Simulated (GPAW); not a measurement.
# SnTe (F-43m) in GPAW: notebook

The runs below take SnTe through single point, with PBE, PBE0, LDA, HSE06.

All numbers are computed with GPAW 26.7.0; they aren't measurements. Logs are shortened: lines on timing, memory, paths and dates and some standing lists are left out, and cuts for length are marked. The log counts tension as positive stress, the text compression.

### Step 1. Starting point

It takes space group F-43m (No. 216, cubic). Conventional cell: a = 7.222 Å, b = 7.222 Å, c = 7.222 Å, α = 90.00°, β = 90.00°, γ = 90.00°. Around Te (site symmetry -43m) lie 4 Sn at 3.13 Å. Sn (site symmetry -43m) has 4 Te at 3.13 Å as nearest neighbours.

Measurements of this composition are mostly on another form, of space group No. 225.

### Step 2. Single point, PBE

Input file run.py:

```python
from ase import Atoms
from ase.dft.bandgap import bandgap
from ase.io import write
from ase.units import GPa
from gpaw import GPAW, PW

atoms = Atoms(['Te', 'Sn'],
              cell=[[0.0, 3.611146, 3.611146],
                    [3.611146, 0.0, 3.611146],
                    [3.611146, 3.611146, 0.0]],
              scaled_positions=[[0.25, 0.25, 0.25],
                                [0.0, 0.0, 0.0]],
              pbc=True)

calc = GPAW(mode=PW(450),
            xc='PBE',
            kpts={'size': (5, 5, 5), 'gamma': True},
            occupations={'name': 'fermi-dirac', 'width': 0.05},
            nbands=19,
            maxiter=120,
            txt='gpaw.txt')
atoms.calc = calc
energy = atoms.get_potential_energy()
forces = atoms.get_forces()
stress = atoms.get_stress()
calc.write('gs.gpw')
write('result.traj', atoms)
print(f'Energy: {energy:.6f} eV')
print('Forces (eV/A):')
print(forces.round(4))
print('Stress (GPa):', (stress / GPa).round(3))
print('Fermi level:', round(calc.get_fermi_level(), 4), 'eV')
print(f'Gap: {bandgap(calc)[0]:.4f} eV, direct: {bandgap(calc, direct=True)[0]:.4f} eV')
```

Potentials or basis: GPAW PAW data sets (gpaw-data 1.2.1), pw.

Command:

```sh
$ OMP_NUM_THREADS=1 python run.py
```

gpaw.txt:

```text
__  _  _
 | _ |_)|_||  |
 |__||  | ||/\| - 26.7.0

Input parameters:
  mode=PW(ecut=450.00000000000006),
  kpts=MonkhorstPack(size=(5, 5, 5), gamma=True),
  maxiter=120,
  nbands=19,
  occupations=Occupations(name='fermi-dirac', width=0.05),
  xc=XC(name='PBE')

Diagonalizing LCAO Hamiltonian
Converting LCAO to pw mode

             Te

       Sn

Atoms  # Å, Bohr magnetons
|   | symbol |        x |        y |        z |    initial magnetic moments |
|---|--------|----------|----------|----------|-----------------------------|
| 0 |     Te | 1.805573 | 1.805573 | 1.805573 | ( 0.0000,  0.0000,  0.0000) |
| 1 |     Sn | 0.000000 | 0.000000 | 0.000000 | ( 0.0000,  0.0000,  0.0000) |

Unit cell  # Å
| periodic |        x |        y |        z |  lengths |    angles |
|----------|----------|----------|----------|----------|-----------|
|      yes | 0.000000 | 3.611146 | 3.611146 | 5.106932 | 60.000000 |
|      yes | 3.611146 | 0.000000 | 3.611146 | 5.106932 | 60.000000 |
|      yes | 3.611146 | 3.611146 | 0.000000 | 5.106932 | 60.000000 |

Number of symmetries: 24
Symmetry operations  # r_c * U_cc + t_c -> r_c
|    | kind |            matrix            |
|----|------|------------------------------|
|  0 |  E   |  1, 0, 0,  0, 1, 0,  0, 0, 1 |
|  1 |  σ   |  1, 0, 0,  0, 0, 1,  0, 1, 0 |
|  2 |  σ   |  1, 0,-1,  0, 1,-1,  0, 0,-1 |
|  3 |  C3  |  1, 0,-1,  0, 0,-1,  0, 1,-1 |
|  4 |  C3  |  1,-1, 0,  0,-1, 1,  0,-1, 0 |
|  5 |  σ   |  1,-1, 0,  0,-1, 0,  0,-1, 1 |
|  6 |  σ   |  0, 1, 0,  1, 0, 0,  0, 0, 1 |
|  7 |  C3  |  0, 1, 0,  0, 0, 1,  1, 0, 0 |
|  8 |  C2  |  0, 1,-1,  1, 0,-1,  0, 0,-1 |
|  9 |  S4  |  0, 1,-1,  0, 0,-1,  1, 0,-1 |
| 10 |  C3  |  0, 0, 1,  1, 0, 0,  0, 1, 0 |
| 11 |  σ   |  0, 0, 1,  0, 1, 0,  1, 0, 0 |
| 12 |  S4  |  0, 0,-1,  1, 0,-1,  0, 1,-1 |
| 13 |  C3  |  0, 0,-1,  0, 1,-1,  1, 0,-1 |
| 14 |  S4  |  0,-1, 1,  1,-1, 0,  0,-1, 0 |
| 15 |  C2  |  0,-1, 1,  0,-1, 0,  1,-1, 0 |
| 16 |  C3  |  0,-1, 0,  1,-1, 0,  0,-1, 1 |
| 17 |  S4  |  0,-1, 0,  0,-1, 1,  1,-1, 0 |
| 18 |  S4  | -1, 1, 0, -1, 0, 1, -1, 0, 0 |
| 19 |  C3  | -1, 1, 0, -1, 0, 0, -1, 0, 1 |
| 20 |  C3  | -1, 0, 1, -1, 1, 0, -1, 0, 0 |
| 21 |  S4  | -1, 0, 1, -1, 0, 0, -1, 1, 0 |
| 22 |  σ   | -1, 0, 0, -1, 1, 0, -1, 0, 1 |
| 23 |  C2  | -1, 0, 0, -1, 0, 1, -1, 1, 0 |

BZ-sampling:
  Number of BZ points: 125
  Number of IBZ points: 10

  Monkhorst-Pack size: [5, 5, 5]
  Monkhorst-Pack shift: [0, 0, 0]

K-points  # in reciprocal-cell coordinates
|   |                                coordinates |     weight |
|---|--------------------------------------------|------------|
| 0 | (  0.00000000,   0.00000000,   0.00000000) | 0.00800000 |
| 1 | (  0.20000000,   0.20000000,   0.00000000) | 0.04800000 |
| 2 | (  0.20000000,   0.20000000,   0.20000000) | 0.06400000 |
| 3 | (  0.40000000,   0.20000000,  -0.20000000) | 0.19200000 |
| 4 | (  0.40000000,   0.20000000,   0.20000000) | 0.09600000 |
| 5 | (  0.40000000,   0.40000000,  -0.40000000) | 0.19200000 |
| 6 | (  0.40000000,   0.40000000,  -0.20000000) | 0.09600000 |
| 7 | (  0.40000000,   0.40000000,   0.00000000) | 0.04800000 |
| 8 | (  0.40000000,   0.40000000,   0.20000000) | 0.19200000 |
| 9 | (  0.40000000,   0.40000000,   0.40000000) | 0.06400000 |

Plane wave coefficients: 2085
Cutoff: 450.00000000000006 eV

Spin-components: 1 (collinear spins)
Bands:           19
Projectors:      11
Spin-degeneracy: 2
Datatype:        complex128

Parallelization:
  kpt:    1
  domain: 1
  band:   1

Density:
  Valence electrons: 20.0
  Components: 1
  Grid points: [25 25 25]
  Charge: 0.0  # |e|

Potential:
  Grid points: [25 25 25]

species:
  Te:
    name:    Tellurium
    Z:       52.0
    valence: 6
    core:    46
    charge:  0.0  # [|e|]
    compensation charges:
      type: gauss
      rc: 0.36  # [Å]
      lmax: 2
    cutoffs:
      filter: 2.09  # [Å]
      core: 3.17  # [Å]
    projectors
    | kind |    occ | energy [eV] | rcut [Å] |
    |------|--------|-------------|----------|
    |   5s |  2.000 |     -15.089 |    1.180 |
    |   5p |  4.000 |      -5.955 |    1.196 |
    |    s |        |      12.123 |    1.180 |
    |    p |        |      21.256 |    1.196 |
    |    d |        |       0.000 |    1.238 |

    Using partial waves for Te as LCAO basis

  Sn:
    name:    Tin
    Z:       50.0
    valence: 14
    core:    36
    charge:  0.0  # [|e|]
    compensation charges:
      type: gauss
      rc: 0.38  # [Å]
      lmax: 2
    cutoffs:
      filter: 2.23  # [Å]
      core: 2.35  # [Å]
    projectors
    | kind |    occ | energy [eV] | rcut [Å] |
    |------|--------|-------------|----------|
    |   5s |  2.000 |     -10.538 |    1.201 |
    |   5p |  2.000 |      -3.696 |    1.270 |
    |   4d | 10.000 |     -25.845 |    1.185 |
    |    s |        |      16.674 |    1.201 |
    |    p |        |      23.515 |    1.270 |
    |    d |        |       1.367 |    1.185 |

    Using partial waves for Sn as LCAO basis

Reference energy: -352801.376741  # eV

eigensolver:
  PPCG
  Converge bands: occupied
  niter=2

density mixing:
  MSR1-Mixer
  Pratt-step length: 0.05
  Maximum mixing coefficient: 0.75
  Old densities: 10
  SVD Regularization: 0.005
  Good broyden scale: 1.0
  Trust region scale: 1.0
  Backstep threshold: 4.0
  History deletion threshold: 6.0
  Fourier metric: weight=20.0, sigma=0.015

occupation numbers:
  Fermi-Dirac:
    width: 0.0500  # eV

poisson solver:
  ecut: 3600.0000000000005  # eV

xc functional:
  name: PBE with 2 nearest neighbor stencil

convergence criteria:
- Maximum [total energy] change in last 3 cyles: 0.0005 eV / valence electron
- Maximum integral of absolute [dens]ity change: 0.0001 electrons / valence electron
- Maximum integral of absolute [eigenst]ate change: 4e-08 eV^2 / valence electron
maximum number of iterations: 120

SCF iterations
|iter     | |      energy | eigst |  dens |
|---------|-|-------------|-------|-------|
|iter:   1| |   -7.400591 | -0.25 |       |
|iter:   2| |   -7.373511 | -2.18 | -1.31 |
|iter:   3| |   -7.279273 | -2.44 | -1.36 |
|iter:   4| |   -7.280842 | -3.72 | -1.91 |
|iter:   5| |   -7.281047c| -4.18 | -2.30 |
|iter:   6| |   -7.281091c| -5.60 | -3.17 |
|iter:   7| |   -7.281096c| -6.50 | -3.63 |
|iter:   8| |   -7.281097c| -7.70c| -4.78c|

Converged in 8 steps
Energy contributions relative to reference atoms: (reference = -352801.376741)

Energy contributions:
  Kinetic:          11.011204
  Coulomb:         -12.478162
  Zero:              0.206366
  External:          0.000000
  Xc:               -6.019724
  Entropy:          -0.001561
  Spinorbit:         0.000000
  ----------------------------
  Free energy:      -7.281878
  Extrapolated:     -7.281097

dipole moment: (-28.270463, -28.270463, -28.270463)  # |e|*Ang

Fermi level: 2.846
Eigenvalues  # (at kpt = [0.000, 0.000, 0.000])
| band index |      eig [eV] | occ [0-2] |
|------------|---------------|-----------|
|          0 |       -18.934 |     2.000 |
|        ... |               |           |
|          2 |       -18.934 |     2.000 |
|          3 |       -18.925 |     2.000 |
|          4 |       -18.925 |     2.000 |
|          5 |        -8.661 |     2.000 |
|          6 |        -2.314 |     2.000 |
|          7 |         0.911 |     2.000 |
|          8 |         0.911 |     2.000 |
|          9 |         0.911 |     2.000 |
|         10 |         3.853 |     0.000 |
|         11 |         3.853 |     0.000 |
|         12 |         3.853 |     0.000 |
|         13 |         6.987 |     0.000 |
|         14 |         9.325 |     0.000 |
|         15 |         9.325 |     0.000 |
|         16 |        10.483 |     0.000 |
|         17 |        10.483 |     0.000 |
|         18 |        10.483 |     0.000 |

Gap: 0.413 eV
Transition (v -> c):
  (s=0, k=3, n=9, [0.40, 0.20, -0.20]) -> (s=0, k=7, n=10, [0.40, 0.40, 0.00])
Direct/indirect transitions are different
Direct gap: 0.850 eV
Transition at: (s=0, k=7, n=9, [0.40, 0.40, 0.00])

Forces  # eV/Ang
|        x |        y |        z |
|----------|----------|----------|
|  0.00000 | -0.00000 |  0.00000 |  # Te   0
| -0.00000 | -0.00000 | -0.00000 |  # Sn   1

Stress tensor  # eV/Ang^3
|        x |        y |        z |
|----------|----------|----------|
| 0.004279 | 0.000000 | 0.000000 |
| 0.000000 | 0.004279 | 0.000000 |
| 0.000000 | 0.000000 | 0.004279 |

# Writing to gs.gpw (mode='')
```

Wall time 6.2 s (1 thread of Intel Xeon Platinum 8375C at 2.90GHz (Ice Lake), shared host); peak memory 0.15 GiB.

What came out:

* Free energy: -7.2819 eV
* Pressure: -0.7 GPa
* Band gap on the k mesh: 0.41 eV, indirect (least direct gap 0.85 eV)

Levels at points of the mesh, in eV from the valence-band top:
| k point | band 8 | band 9 | band 10 | band 11 | band 12 | band 13 |
| --- | --- | --- | --- | --- | --- | --- |
| (0.00, 0.00, 0.00) | -1.69 | -1.69 | -1.69 | 1.25 | 1.25 | 1.25 |

Caveat: the cutoff is short for stress and forces, so pressures can be off by a GPa or more; spin-orbit coupling is left out, which moves the levels of the heavy elements; an odd mesh through Γ misses points on the zone boundary, where band edges often lie.

### Step 3. Single point, PBE0

Input file run.py:

```python
from ase import Atoms
from ase.dft.bandgap import bandgap
from ase.io import write
from ase.parallel import parprint
from gpaw import GPAW, PW

atoms = Atoms(['Te', 'Sn'],
              cell=[[0.0, 3.611146, 3.611146],
                    [3.611146, 0.0, 3.611146],
                    [3.611146, 3.611146, 0.0]],
              scaled_positions=[[0.25, 0.25, 0.25],
                                [0.0, 0.0, 0.0]],
              pbc=True)

calc = GPAW(mode=PW(450),
            xc='PBE0',
            kpts={'size': (4, 4, 4), 'gamma': True},
            occupations={'name': 'fermi-dirac', 'width': 0.05},
            nbands=15,
            convergence={'density': 1e-05, 'energy': 1e-05},
            maxiter=60,
            txt='gpaw.txt')
atoms.calc = calc
energy = atoms.get_potential_energy()
forces = atoms.get_forces()
calc.write('gs.gpw')
write('result.traj', atoms)
parprint(f'Energy: {energy:.6f} eV')
parprint('Forces (eV/A):')
parprint(forces.round(4))
parprint('Fermi level:', round(calc.get_fermi_level(), 4), 'eV')
parprint(f'Gap: {bandgap(calc)[0]:.4f} eV, direct: {bandgap(calc, direct=True)[0]:.4f} eV')
```

Potentials or basis: GPAW PAW data sets (gpaw-data 1.2.1), pw.

Command:

```sh
$ OMP_NUM_THREADS=1 mpirun -n 8 gpaw python run.py
```

It took 6 min on 8 MPI ranks of Intel Xeon 6975P-C (Granite Rapids), shared host; peak memory 0.21 GiB.

Results (log left out):

```
Free energy            : -14.2114 eV
Band gap on the k mesh : 0.96 eV, indirect (least direct gap 1.77 eV)
```

Levels at points of the mesh, in eV from the valence-band top:
```tsv
k point	band 7	band 8	band 9	band 10	band 11
(0.00, 0.00, 0.00)	-5.72	-2.32	-2.32	-2.32	1.94
(0.50, 0.50, 0.00)	-8.33	-3.66	-3.66	-0.82	0.96
(0.50, 0.50, 0.50)	-7.91	-2.92	-2.92	-2.32	2.81
```

Caveat: exact exchange converges slowly with the k mesh, and this mesh is small; the PAW data sets were made with another functional, which shifts forces and pressure a little; spin-orbit coupling is left out, which moves the levels of the heavy elements.

(Continued in part 2 of 2.)
